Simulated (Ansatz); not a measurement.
**InSe: independent-particle optics**

Aim: the dielectric function of InSe in the independent-particle picture, and how it depends on the functional and on the gap. Plan: HSE06 for the gap; optics with PBE and scissors to the HSE06 gap on 6×6×6; optics with PBE with spin-orbit coupling on 4×4×4.

The COD entry's cell or inner coordinates are ideal or old and differ from later refinements, so a difference from it is no clean test against experiment.

Method: plane waves, PAW; no local fields, no excitons, in Ansatz 0.2.0.

4 further runs of the same task are left out: 4 that didn't finish.

### 1 The structure to begin with

The structure is trigonal, space group R3m (No. 160). Conventional cell: a = 4.021 Å, b = 4.021 Å, c = 25.232 Å, α = 90.00°, β = 90.00°, γ = 120.00°. In (site symmetry 3m) has 3 Se at 2.64 Å and 1 In at 2.79 Å as nearest neighbours. Se (site symmetry 3m) has 3 In at 2.64 Å as nearest neighbours.

Structure file:

```
CELL_PARAMETERS angstrom
2.01056 1.16080 8.41067
-2.01056 1.16080 8.41067
0.00000 -2.32159 8.41067
ATOMIC_POSITIONS crystal
In 0.00048 0.00048 0.00048
In 0.11087 0.11087 0.11087
Se 0.61696 0.61696 0.61696
Se 0.82769 0.82769 0.82769
```

Cell and atoms come from an earlier r2SCAN+rVV10 relaxation. Spin-orbit coupling, which matters for In, is in the runs so named alone.

### 2 A hybrid for the gap

Contents of input.yaml:

```yaml
crystal:
  lattice:
    - [2.0105578955, 1.1607961422, 8.4106660257]
    - [-2.0105578955, 1.1607961422, 8.4106660257]
    - [0.0, -2.3215922844, 8.4106660257]
  atoms:
    - { symbol: In, position: [0.0004771581, 0.0004771581, 0.0004771581] }
    - { symbol: In, position: [0.1108703954, 0.1108703954, 0.1108703954] }
    - { symbol: Se, position: [0.6169580855, 0.6169580855, 0.6169580855] }
    - { symbol: Se, position: [0.8276943611, 0.8276943611, 0.8276943611] }
kpoints:
  mp_grid: { grid: [4, 4, 4] }
  band_path:
    path:
      - [0.0, 0.0, 0.0]
      - [-0.5, -0.5, -0.5]
      - [-0.5, -0.1793653846, -0.8206346154]
      - [-0.1793653846, 0.1793653846, -0.5]
      - [0.0, 0.0, -0.5]
      - [0.0, 0.3396826923, -0.3396826923]
      - [-0.3396826923, 0.0, -0.6603173077]
      - [-0.5, 0.0, -0.5]
    npoints: 1
hamiltonian:
  xc: hse06
scf:
  occupations: { method: fixed }
  n_extra_bands: 5
output:
  forces: true
  stress: true
  eigenvalues: true
  write_density: true
  write_potential: true
  elf: true
  volumetric_format: npy
```

Launch:

```console
> ansatz run input.yaml --threads 4 --pin off --max-ram 3686MiB --backend cpu --events-out ev --progress --plain --runs-dir out
```

After this run come: Optics, PBE with a scissors shift; Optics, PBE with spin-orbit coupling.

**Question.** What will the summary of the whole plan be? Wanted: ε∞, PBE with spin-orbit coupling; tallest peak of ε₂, PBE with spin-orbit coupling; HSE06 direct gap.

The runs gave:

| quantity | value |
| --- | --- |
| ε∞, PBE + 0.74 eV scissors | 7.63 (xx, yy), 9.00 (zz) |
| ε∞, PBE with spin-orbit coupling | 8.69 (xx, yy), 11.30 (zz) |
| tallest peak of ε₂, PBE + 0.74 eV scissors | 16.2 at 4.25 eV |
| tallest peak of ε₂, PBE with spin-orbit coupling | 15.6 at 3.50 eV (complete to 10.1 eV) |
| HSE06 direct gap | 1.14 eV |

What this shows: PBE + 0.74 eV scissors has the widest direct gap (1.14 eV) and PBE with spin-orbit coupling the narrowest (0.37 eV); ε∞ is 8.08 and 9.56 (mean of the axes): a wider gap screens less. With a direct gap of only 0.37 eV, ε∞ hangs on the few k points next to it, so this mesh fixes it only roughly. The meshes differ between the runs, and peak heights and places move with the mesh, so part of any difference isn't the level's. The response is anisotropic: with PBE + 0.74 eV scissors ε∞ is 7.63 (xx, yy), 9.00 (zz). Local fields and excitons are left out: both change ε∞, and without excitons the onset lacks its lines.
